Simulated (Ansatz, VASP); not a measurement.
## MgS: VASP beside Ansatz

File INCAR:

```
SYSTEM = MgS
PREC = Accurate
ENCUT = 520
EDIFF = 1E-6
ISMEAR = -1
SIGMA = 0.02
LREAL = .False.
LASPH = .True.
NELM = 80
ALGO = Normal
ISIF = 2
LWAVE = .False.
LCHARG = .False.
GGA = PE
NBANDS = 16
```

The input KPOINTS:

```
Automatic mesh
0
Gamma
  12 12 4
  0 0 0
```

The input POSCAR:

```
MgS
1.0
    3.6454348054      0.0000000000      0.0000000000
   -1.8227174027      3.1570391493      0.0000000000
    0.0000000000      0.0000000000      5.9180597119
Mg S
2 2
Direct
    0.0000000000      0.0000000000      0.0000000000
    0.0000000000      0.0000000000      0.5000000000
    0.3333333333      0.6666666667      0.2500000000
    0.6666666667      0.3333333333      0.7500000000
```

Input for Ansatz:

```yaml
crystal:
  lattice:
    - [3.6454348054, 0.0, 0.0]
    - [-1.8227174027, 3.1570391493, 0.0]
    - [0.0, 0.0, 5.9180597119]
  atoms:
    - { symbol: Mg, position: [0.0, 0.0, 0.0] }
    - { symbol: Mg, position: [0.0, 0.0, 0.5] }
    - { symbol: S, position: [0.3333333333, 0.6666666667, 0.25] }
    - { symbol: S, position: [0.6666666667, 0.3333333333, 0.75] }
kpoints:
  mp_grid: { grid: [12, 12, 4] }
  band_path:
    path:
      - [0.0, 0.0, 0.0]
      - [0.5, 0.0, 0.0]
      - [0.3333333333, 0.3333333333, 0.0]
      - [0.0, 0.0, 0.5]
      - [0.5, 0.0, 0.5]
      - [0.3333333333, 0.3333333333, 0.5]
    npoints: 1
hamiltonian:
  xc: pbe
scf:
  occupations: { method: fermi_dirac, width: 0.02 }
  n_extra_bands: 5
output:
  forces: true
  stress: true
  eigenvalues: true
  write_density: true
  write_potential: true
  elf: true
  volumetric_format: npy
```

Change from the starting cell: uniaxial_z strain -3.7%.

Alike in both runs: task single point; functional PBE; k mesh 12 × 12 × 4; occupations fermi-dirac, width 0.02 eV; no spin polarisation.

|  | VASP | Ansatz |
| --- | --- | --- |
| version | VASP 6.6.1 | Ansatz 0.2.0 |
| potentials or method | VASP PAW PBE potentials, release 64 (Mg, S) | plane waves, PAW |
| plane-wave cutoff (eV) | 520 | 420 |
| valence electrons in the cell | 16 | 32 |

|  | VASP | Ansatz | Ansatz less VASP |
| --- | --- | --- | --- |
| gap on the k mesh at the Fermi level (eV) | 3.53 | 3.54 | +0.007 |
| pressure (GPa) | 4.3 | 4.6 | +0.31 |
| largest component of the traceless stress (GPa) | 3.96 | 3.98 | +0.029 |

The two sets of potentials don't hold the same shells in valence.

A k mesh can miss the band edges.
